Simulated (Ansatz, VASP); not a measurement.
Given: the input of a run of Ansatz 0.2.0 on InSb3.

File input.yaml:

```yaml
crystal:
  lattice:
    - [4.7414081316, 0.0, 0.0]
    - [0.0, 4.7414081316, 0.0]
    - [0.0, 0.0, 4.7414081316]
  atoms:
    - { symbol: Sb, position: [0.5, 0.5, 0.0] }
    - { symbol: Sb, position: [0.0, 0.5, 0.5] }
    - { symbol: Sb, position: [0.5, 0.0, 0.5] }
    - { symbol: In, position: [0.0, 0.0, 0.0] }
hamiltonian:
  xc: pbesol
  pseudopotentials: { kind: paw }
kpoints:
  mp_grid: { grid: [6, 6, 6] }
scf:
  occupations: { method: fermi_dirac, width: 0.05 }
output:
  forces: true
  stress: true
  eigenvalues: true
```

Potentials or basis: Ansatz PAW.

Launch:

```bash
$ ansatz run input.yaml --threads 1 --pin off --max-ram 3584MiB --backend cpu --events-out ev --progress --plain --runs-dir out
```

Question: Translate it to VASP 6.6.1. Potentials there: VASP PAW PBE potentials, release 64 (Sb, In_d).

Answer: As run (the cutoff follows the program's own potentials):

Contents of INCAR:

```
ALGO = Normal ; EDIFF = 1E-6
ENCUT = 520 ; GGA = PS
ISIF = 2 ; ISMEAR = -1
LASPH = True ; LCHARG = False
LREAL = False ; LWAVE = False
NBANDS = 22 ; NELM = 80
PREC = Accurate ; SIGMA = 0.05
```

File KPOINTS:

```
k-points
0
Gamma
  6 6 6
```

The input POSCAR:

```
InSb3
1.0
    4.7414081316      0.0000000000      0.0000000000
    0.0000000000      4.7414081316      0.0000000000
    0.0000000000      0.0000000000      4.7414081316
Sb In
3 1
Direct
    0.5000000000      0.5000000000      0.0000000000
    0.0000000000      0.5000000000      0.5000000000
    0.5000000000      0.0000000000      0.5000000000
    0.0000000000      0.0000000000      0.0000000000
```

Potentials or basis: VASP PAW PBE potentials, release 64 (Sb, In_d).

Launch:

```console
$ cat potpaw_PBE.64/Sb/POTCAR potpaw_PBE.64/In_d/POTCAR > POTCAR
$ mpirun -np 1 vasp_std > vasp.out
```

Both were run:

|  | VASP | Ansatz | Ansatz less VASP |
| --- | --- | --- | --- |
| gap on the k mesh at the Fermi level (eV) | none | none | - |
| pressure (GPa) | -0.6 | -0.6 | 0.00 |

A gap of «none» marks a metal or a gap that the smearing closes. The two sets of potentials don't hold the same shells in valence.

Caveats: the PAW data sets were made with another functional, which shifts forces and pressure a little (VASP); the PAW data sets come from PBE, with cores solved anew for the run's functional, which leaves a small shift of forces and pressure (Ansatz). The runs have no spin-orbit coupling, so splittings on Sb are missing.
